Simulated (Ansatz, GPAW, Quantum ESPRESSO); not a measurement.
AlPt: programs and potentials compared

```xyz
2
Lattice="3.0915 0.0000 0.0000 0.0000 3.0915 0.0000 0.0000 0.0000 3.0915" Properties=species:S:1:pos:R:3 pbc="T T T"
Pt    1.5458    1.5458    1.5458
Al    0.0000    0.0000    0.0000
```

Measurements of this composition are mostly on another form, of space group No. 198.

Alike in all runs: task equation of state; functional LDA; k mesh 9 × 9 × 9; occupations fermi-dirac, width 0.05 eV; no spin polarisation; no spin-orbit coupling. LDA stands for any of its common fits.

```tsv
program and potentials	plane-wave cutoff (eV)	notes	equilibrium volume (Å³/atom)	bulk modulus (GPa)
Ansatz, Ansatz PAW	420	potentials made for PBE, which Ansatz adapts in part	14.03	213.6
GPAW, the program's PAW data sets (release 1.2.1) made for this functional	600	-	14.06	212.2
Ansatz, all-electron LAPW, scalar-relativistic	-	-	?	?
Quantum ESPRESSO, GBRV 1.5 LDA	612	-	14.03	214.1
```

Task: Estimate from the other rows what the run with Ansatz, all-electron LAPW, scalar-relativistic gave.

Result: Equilibrium volume 14.03 Å³/atom; bulk modulus 213.3 GPa. The other rows, which needn't bracket it: equilibrium volume 14.03 to 14.06; bulk modulus 212.2 to 214.1.
